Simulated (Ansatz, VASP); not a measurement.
# SnO in VASP and in Ansatz

```
Sn O
1.0
     0.00000    2.56615    2.56615
     2.56615    0.00000    2.56615
     2.56615    2.56615    0.00000
Sn O
1 1
Direct
  0.00000 0.00000 0.00000
  0.50000 0.50000 0.50000
```

Change from the starting cell: hydrostatic strain +1.1%.

Alike in both runs: task single point; functional PBE; k mesh 8 × 8 × 8; occupations fermi-dirac, width 0.02 eV; no spin polarisation.

```csv
,VASP,Ansatz
version,VASP 6.6.1,Ansatz 0.2.0
potentials or method,"VASP PAW PBE potentials, release 64 (Sn_d, O)","plane waves, PAW"
plane-wave cutoff (eV),520,420
valence electrons in the cell,20,20
```

```tsv
	VASP	Ansatz	Ansatz less VASP
gap on the k mesh at the Fermi level (eV)	0.89	0.89	+0.003
pressure (GPa)	-0.9	-0.9	+0.08
```

Caveats: spin-orbit coupling is left out, which moves the levels of the heavy elements. A k mesh can miss the band edges.
